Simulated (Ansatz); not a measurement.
# PtS2 (P-3m1)

Level of theory: DFT PBE, scalar-relativistic, plane waves, PAW (Ansatz 0.2.0).

Cutoff 420 eV; k points 12×12×4 on the computed 3-atom cell (Γ-centred); Gaussian smearing, width 0.02 eV; no spin polarisation.

The structure is relaxed at this level of theory with its symmetry kept.

It takes space group P-3m1 (No. 164, trigonal). The conventional cell has a = 3.577 Å, b = 3.577 Å, c = 6.483 Å, α = 90.00°, β = 90.00°, γ = 120.00°. Pt (site symmetry -3m) has 6 S at 2.40 Å as nearest neighbours. S (site symmetry 3m) is surrounded by 3 Pt at 2.40 Å.

```json
{
 "Volume per atom": "23.94 Å³",
 "Formation energy from the elements' standard states (uncorrected)": "-0.374 eV/atom",
 "Kohn–Sham band gap": "1.46 eV, indirect from (0.148, 0.148, 0.000) to (0.000, 0.250, 0.315)",
 "Löwdin character of the top 1 eV of the valence band": "S 3p 72 %, Pt 5d 25 %",
 "Löwdin character of the lowest 1 eV of the conduction band": "S 3p 60 %, Pt 5d 32 %",
 "Electron masses at the edge by Cartesian direction of the standard setting (m_e; degenerate bands sorted by energy; no spin-orbit coupling)": "x: 0.61; y: 0.25; z: 0.95",
 "Hole masses at the edge by Cartesian direction of the standard setting (m_e; degenerate bands sorted by energy; no spin-orbit coupling)": "x: 0.61; y: 1.0; z: 1.8",
 "Bader charges (e)": "Pt (1 in the cell) 0.47, S (2 in the cell) -0.24"
}
```

Spin-orbit coupling is left out, which matters for the bands of heavy elements. Each cell of PtS2 holds layers, and where no dispersion correction was added their binding is poorly described.